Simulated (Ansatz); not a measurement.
# Iridium, fcc under r²SCAN: how the Fermi-Dirac smearing moves the result, part 2 of 2

Aim: find which Fermi-Dirac smearing width is enough for energy and pressure. The geometry was relaxed under r²SCAN beforehand and stays fixed; 6 values are run, from 0.01 to 1.0 eV. Wanted are the values from which on the energy stays within 10 and 1 meV/atom, and the pressure within 0.5 GPa, of the narrowest run. Within the series other settings stay, but some runs also write fields, which adds to their time. Spin polarisation is left out.

Ansatz 0.2.0; DFT r²SCAN, plane waves with PAW, scalar-relativistic.

## Step 6: With a width of 0.6 eV

The run at 0.6 eV.

input.yaml

```yaml
crystal:
  lattice:
    - [0.0, 1.9228496764, 1.9228496764]
    - [1.9228496764, 0.0, 1.9228496764]
    - [1.9228496764, 1.9228496764, 0.0]
  atoms:
    - { symbol: Ir, position: [0.0, 0.0, 0.0] }
hamiltonian:
  xc: r2scan
  pseudopotentials:
    kind: paw
    azcp:
      Ir: "pseudopotentials/Ir.paw.azcp"
basis:
  ecutwfc: 500
  fft_grid_basis: typed
kpoints:
  mp_grid: { grid: [14, 14, 14], shift: [0, 0, 0] }
magnetization:
  spin_polarized: false
scf:
  occupations: { method: fermi_dirac, width: 0.6 }
  lower_state_search: "off"
output:
  stress: true
```

Started as:

```
$ ansatz run input.yaml --threads 2 --pin off --max-ram 5120MiB --backend cpu --events-out ev --progress --plain --runs-dir out
```

The program printed:

```text
Warning: RAYON_NUM_THREADS=2 ignored (pool sized by the plan → 2); use --threads N
band count auto-derived: 14 (N_el = 17.0; filled up to band 9; 13 by the electrons, moments and atoms)
Engine: ansatz 0.2.0, aarch64-unknown-linux-gnu
Pseudopotentials: kind: paw
Pseudopotential: Ir, paw, valence charge 17, recommended cutoff 500 eV (meta_gga), <dir>
Functional definition: r2SCAN
  parameter k0 = 0.174
  parameter k1 = 0.065
  parameter a1 = 4.9479
  exchange = r2scan_x(k0 = k0, k1 = k1, a1 = a1)
  correlation = r2scan_c
Crystal: 1 atoms, lattice volume = 14.219 Å³
Basis set: ecut = 500 eV, 339 PW (Γ), exchange–correlation on 80×80×80 points (64 copies of the dense FFT grid, shifted against one another)
Bands: 14, of which v1, the nominal top of the filled ones, is band 9 counted from 1 (8 counted from 0)
Symmetry: 48 space group operations
Space group: Fm-3m (ITA 225), of the structure as read, at distance tolerance 2.4e-5 Å
k-points: 104 of 2744
Non-local potential: Ir, projectors of the file, l = 0: 3, l = 1: 2, l = 2: 2, l = 3: 1
PAW form: soft (Blöchl's): semilocal exchange-correlation on the pseudo side does not see the compensation charge
PAW frozen core: Ir, regenerated for the run's functional (the file was generated under x = pbe(κ = 0.804, μ = 0.2195149727645171), c = pbe(β = 0.06672455060314922))
PAW one-centre angular grid: Ir, 590 points (default); XC on 160 Gauss nodes
Initial density: superposition of atomic densities (neutral atoms: chi_scale 0, normalization atom), corrected by the library's trained network
Initial wavefunctions: pseudopotential atomic-orbital guess
Functional: x = r2scan, c = r2scan; τ floored in thin density (d = 2e-4 eV/Å³)
SCF iter   1: F=-11949.268209 eV  HF=-11949.251564 eV  |F-HF|=1.66e-2  |Δ(HF+E_count)|=         —  Δρ=1.53e-2  dr2=2.00e-2  dr2_τ=3.89e-2  ethr=1.77e-3  ⟨swp⟩=5.0  Hψ=7577  notcnv=0
preconditioner: auto → none  [metal: Δε(μ)=0.011 eV  Ē_g=16.976 eV  σ=0.600 eV  W_gap=0.00  n_scr=0 (ndim 8)  ℏωp=29.5 eV  f_vac=0.000  D(μ)=0.94/eV (n_scr^D=14)]
SCF iter   2: F=-11949.274228 eV  HF=-11949.273569 eV  |F-HF|=6.59e-4  |Δ(HF+E_count)|=   2.20e-2  Δρ=5.56e-3  dr2=1.10e-3  dr2_τ=1.08e-3  ethr=1.17e-4  ⟨swp⟩=2.7  Hψ=3260  notcnv=0
SCF iter   3: F=-11949.274272 eV  HF=-11949.274181 eV  |F-HF|=9.16e-5  |Δ(HF+E_count)|=   6.12e-4  Δρ=2.24e-3  dr2=1.84e-4  dr2_τ=3.21e-5  ethr=6.49e-6  ⟨swp⟩=1.0  Hψ=1875  notcnv=0
SCF iter   4: F=-11949.274286 eV  HF=-11949.274286 eV  |F-HF|=7.36e-8  |Δ(HF+E_count)|=   1.05e-4  Δρ=1.41e-4  dr2=2.00e-6  dr2_τ=2.87e-7  ethr=1.08e-6  ⟨swp⟩=2.5  Hψ=2326  notcnv=0
SCF iter   5: F=-11949.274281 eV  HF=-11949.274281 eV  |F-HF|=5.64e-8  |Δ(HF+E_count)|=   5.14e-6  Δρ=2.94e-5  dr2=4.25e-8  dr2_τ=1.41e-8  ethr=1.18e-8  ⟨swp⟩=2.5  Hψ=2613  notcnv=0
SCF iter   6: F=-11949.274281 eV  HF=-11949.274281 eV  |F-HF|=4.26e-10  |Δ(HF+E_count)|=   8.46e-8  Δρ=4.17e-6  dr2=1.22e-9  dr2_τ=7.34e-10  ethr=2.50e-10  ⟨swp⟩=2.1  Hψ=5390  notcnv=0
SCF 1 converged in 6 iterations: F = -11949.274281 eV  dr2 = 1.22e-9
SCF converged after 6 iterations
Free energy (F): -11949.274281 eV
Harris-Foulkes:  -11949.274281 eV  (|F-HF|=4.26e-10)
Internal energy: -11948.189171 eV  (E = F + TS)
E sigma→0 (E₀):  -11948.731726 eV
Entropy (-TS):   -1.085110 eV (-1085.110 meV/atom)
Fermi energy:    25.394985 eV
--- Per-component energies (eV) ---
  E_band       = -101.538427
  E_kinetic    = 624.355986
  E_local      = -1073.659188  (includes V_loc(G=0)·N_el)
  E_nonlocal   = 74.412937
  E_hartree    = 413.098457
  E_xc         = -255.454097
  E_vxc        = -333.575377  (∫ρ·V_xc dr)
  E_paw        = -9249.947225  (= ΣΔE_a)
  E_vpaw       = -239.993682  (= ΣTr[D̂ρ^β])
  E_aug_tail   = -0.000017  (compensation charges beyond the density's cutoff)
  E_vtau       = 20.725153  (kinetic-family band-sum trace: ∫τ·v_τ [+ j·A + Jᵃ·Aᵃ] dr)
  E_ewald      = -2480.679131
  E_core_change = -0.316894  (= ΣΔE_core)
  E_smearing   = -1.085110  (= −TS)
  E_closure    = 0.000000  (closes the sum)
  Σ components = -11949.274281   (vs F -11949.274281, Δ=0.00e0)
--- Stress (GPa, compression-positive) ---
        9.483783      -0.000000       0.000000
       -0.000000       9.483783      -0.000000
       -0.000000       0.000000       9.483783
  P = ⅓ Tr σ = 9.4838 GPa (94.838 kbar)
```

Run time: 1.8 s. Hardware: 2 threads of Arm Neoverse V1, shared host; peak memory 0.31 GiB.

## Step 7: With a width of 1.0 eV

The run at 1.0 eV.

Changes to input.yaml since step 6:

```diff
@@ -21,3 +21,3 @@
 scf:
-  occupations: { method: fermi_dirac, width: 0.6 }
+  occupations: { method: fermi_dirac, width: 1.0 }
   lower_state_search: "off"
```

Started as:

```
$ ansatz run input.yaml --threads 2 --pin off --max-ram 5120MiB --backend cpu --events-out ev --progress --plain --runs-dir out
```

The program printed:

```text
Warning: RAYON_NUM_THREADS=2 ignored (pool sized by the plan → 2); use --threads N
band count auto-derived: 16 (N_el = 17.0; filled up to band 9; 13 by the electrons, moments and atoms)
Engine: ansatz 0.2.0, aarch64-unknown-linux-gnu
Pseudopotentials: kind: paw
Pseudopotential: Ir, paw, valence charge 17, recommended cutoff 500 eV (meta_gga), <dir>
Functional definition: r2SCAN
  parameter k0 = 0.174
  parameter k1 = 0.065
  parameter a1 = 4.9479
  exchange = r2scan_x(k0 = k0, k1 = k1, a1 = a1)
  correlation = r2scan_c
Crystal: 1 atoms, lattice volume = 14.219 Å³
Basis set: ecut = 500 eV, 339 PW (Γ), exchange–correlation on 80×80×80 points (64 copies of the dense FFT grid, shifted against one another)
Bands: 16, of which v1, the nominal top of the filled ones, is band 9 counted from 1 (8 counted from 0)
Symmetry: 48 space group operations
Space group: Fm-3m (ITA 225), of the structure as read, at distance tolerance 2.4e-5 Å
k-points: 104 of 2744
Non-local potential: Ir, projectors of the file, l = 0: 3, l = 1: 2, l = 2: 2, l = 3: 1
PAW form: soft (Blöchl's): semilocal exchange-correlation on the pseudo side does not see the compensation charge
PAW frozen core: Ir, regenerated for the run's functional (the file was generated under x = pbe(κ = 0.804, μ = 0.2195149727645171), c = pbe(β = 0.06672455060314922))
PAW one-centre angular grid: Ir, 590 points (default); XC on 160 Gauss nodes
Initial density: superposition of atomic densities (neutral atoms: chi_scale 0, normalization atom), corrected by the library's trained network
Initial wavefunctions: pseudopotential atomic-orbital guess
Functional: x = r2scan, c = r2scan; τ floored in thin density (d = 2e-4 eV/Å³)
SCF iter   1: F=-11950.184368 eV  HF=-11950.180084 eV  |F-HF|=4.28e-3  |Δ(HF+E_count)|=         —  Δρ=2.21e-2  dr2=4.31e-2  dr2_τ=4.50e-2  ethr=1.77e-3  ⟨swp⟩=5.0  Hψ=8336  notcnv=0
preconditioner: auto → none  [metal: Δε(μ)=0.039 eV  Ē_g=21.130 eV  σ=1.000 eV  W_gap=0.01  n_scr=0 (ndim 8)  ℏωp=29.5 eV  f_vac=0.000  D(μ)=0.87/eV (n_scr^D=14)]
SCF iter   2: F=-11950.197545 eV  HF=-11950.196719 eV  |F-HF|=8.27e-4  |Δ(HF+E_count)|=   1.66e-2  Δρ=7.75e-3  dr2=1.99e-3  dr2_τ=2.38e-3  ethr=2.54e-4  ⟨swp⟩=2.3  Hψ=3381  notcnv=0
SCF iter   3: F=-11950.197610 eV  HF=-11950.197498 eV  |F-HF|=1.12e-4  |Δ(HF+E_count)|=   7.79e-4  Δρ=3.43e-3  dr2=4.06e-4  dr2_τ=4.58e-5  ethr=1.17e-5  ⟨swp⟩=1.0  Hψ=2080  notcnv=0
SCF iter   4: F=-11950.197635 eV  HF=-11950.197635 eV  |F-HF|=1.33e-7  |Δ(HF+E_count)|=   1.37e-4  Δρ=2.16e-4  dr2=5.49e-6  dr2_τ=6.44e-7  ethr=2.39e-6  ⟨swp⟩=2.4  Hψ=2385  notcnv=0
SCF iter   5: F=-11950.197640 eV  HF=-11950.197640 eV  |F-HF|=2.27e-7  |Δ(HF+E_count)|=   4.76e-6  Δρ=4.42e-5  dr2=8.92e-8  dr2_τ=1.26e-8  ethr=3.23e-8  ⟨swp⟩=2.4  Hψ=2575  notcnv=0
SCF iter   6: F=-11950.197640 eV  HF=-11950.197640 eV  |F-HF|=5.47e-9  |Δ(HF+E_count)|=   3.11e-7  Δρ=5.25e-6  dr2=1.78e-9  dr2_τ=2.75e-10  ethr=5.24e-10  ⟨swp⟩=2.3  Hψ=5788  notcnv=0
SCF 1 converged in 6 iterations: F = -11950.197640 eV  dr2 = 1.78e-9
SCF converged after 6 iterations
Free energy (F): -11950.197640 eV
Harris-Foulkes:  -11950.197640 eV  (|F-HF|=5.47e-9)
Internal energy: -11947.419191 eV  (E = F + TS)
E sigma→0 (E₀):  -11948.808416 eV
Entropy (-TS):   -2.778448 eV (-2778.448 meV/atom)
Fermi energy:    25.563064 eV
--- Per-component energies (eV) ---
  E_band       = -99.627695
  E_kinetic    = 625.534366
  E_local      = -1075.576920  (includes V_loc(G=0)·N_el)
  E_nonlocal   = 75.008292
  E_hartree    = 414.307351
  E_xc         = -255.442107
  E_vxc        = -333.565447  (∫ρ·V_xc dr)
  E_paw        = -9250.254132  (= ΣΔE_a)
  E_vpaw       = -240.376989  (= ΣTr[D̂ρ^β])
  E_aug_tail   = -0.000017  (compensation charges beyond the density's cutoff)
  E_vtau       = 20.734258  (kinetic-family band-sum trace: ∫τ·v_τ [+ j·A + Jᵃ·Aᵃ] dr)
  E_ewald      = -2480.679131
  E_core_change = -0.316894  (= ΣΔE_core)
  E_smearing   = -2.778448  (= −TS)
  E_closure    = 0.000000  (closes the sum)
  Σ components = -11950.197640   (vs F -11950.197640, Δ=0.00e0)
--- Stress (GPa, compression-positive) ---
       23.005318       0.000000       0.000000
        0.000000      23.005318      -0.000000
        0.000000       0.000000      23.005318
  P = ⅓ Tr σ = 23.0053 GPa (230.053 kbar)
```

It took 2 s on 2 threads of Arm Neoverse V1, shared host; peak memory 0.31 GiB.

## Step 8: The series

Energies count from the run at 0.01 eV.

| smearing (eV) | F (meV/atom) | E(σ → 0) (meV/atom) | P (GPa) | SCF cycles | CPU time |
| --- | --- | --- | --- | --- | --- |
| 0.01 | 0.00 | 0.00 | -0.23 | 6 | 3.1 s |
| 0.03 | -1.98 | -0.02 | -0.22 | 6 | 4.2 s |
| 0.2 | -67.05 | -4.20 | 0.84 | 6 | 3.1 s |
| 0.3 | -145.88 | -4.49 | 2.34 | 6 | 3.1 s |
| 0.6 | -562.02 | -19.70 | 9.48 | 6 | 3.4 s |
| 1.0 | -1485.37 | -96.39 | 23.01 | 6 | 3.7 s |

## Step 9: What came out

What follows sums up all 2 parts.

| quantity | value |
| --- | --- |
| E(σ → 0) stays within 10 meV/atom of 0.01 eV | up to 0.3 eV |
| E(σ → 0) stays within 1 meV/atom | up to 0.03 eV |
| pressure stays within 0.5 GPa | up to 0.03 eV |
| pressure at 0.01 eV | -0.23 GPa |
| energy of a separate run on a finer mesh (23×23×23) | -13.7 meV/atom from 0.01 eV |

**Reading.** At 1.0 eV the energy differs by -96.4 meV/atom and the pressure by +23.2 GPa. Over the range F shifts by -1485.4 meV/atom, while E(σ → 0) shifts by -96.4. In theory F falls as the square of the width under this scheme, but here the ratio is not steady: the mesh at narrow widths, or a density of states that varies over the wide ones, can both cause that. The mesh (14×14×14) is fixed, so the narrowest widths carry a k-point error of their own. The yardstick itself is unsettled by 13.7 meV/atom against the finer mesh, so the thresholds above hold only within this series, and wider smearing, which averages over more states, can land nearer the fine-mesh value than the narrowest does.
